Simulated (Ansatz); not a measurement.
Runs of Ansatz 0.2.0 on SiO2. Symmetry: Imma, No. 74, orthorhombic system. The conventional cell has a = 5.247 Å, b = 9.554 Å, c = 8.883 Å, α = 90.00°, β = 90.00°, γ = 90.00°. Around Si (site symmetry m) lie 4 O at 1.60 to 1.61 Å. Around O (site symmetry 2/m) lie 2 Si at 1.60 Å. Around O (site symmetry 2) lie 2 Si at 1.61 Å. Around O (site symmetry mm2) lie 2 Si at 1.61 Å. The cell comes from a database or a generator and needn't be the stable form of this composition.

```tsv
task	level	potentials or basis	cell	k mesh	cutoff (eV)	points for each segment of the path	mesh quality	gap on the mesh (eV)	pressure (GPa)	relaxed volume (Å³/atom)	largest force (eV/Å)
band structure	PBE	PseudoDojo standard (PBE files)	as given	6 × 6 × 6	1143	10	not flagged	5.53	3.1	-	0.26
relaxation of cell and atoms	BLYP+D3(BJ)	Ansatz PAW	relaxed	6 × 6 × 6	420	-	not flagged	5.43	0.0	17.96	-
single point	PBE	Ansatz PAW	as given	2 × 2 × 2	420	-	coarse	(a)	(c)	-	(b)
relaxation of cell and atoms	PBEsol	Ansatz PAW	relaxed	6 × 6 × 6	420	-	not flagged	5.50	0.0	18.73	-
```

Alike in all rows: no spin polarisation; smearing fermi-dirac 0.05 eV.

Estimate the missing entries.

(a) 5.49; (b) 0.30; (c) 3.4.

Caveats: some runs use coarse meshes; the plane-wave basis is chosen anew once the cell has moved, so the energies of steps on either side of that aren't comparable (some runs); the PAW data sets come from PBE, with cores solved anew for the run's functional, which leaves a small shift of forces and pressure (some runs).

A k mesh can miss the band edges.
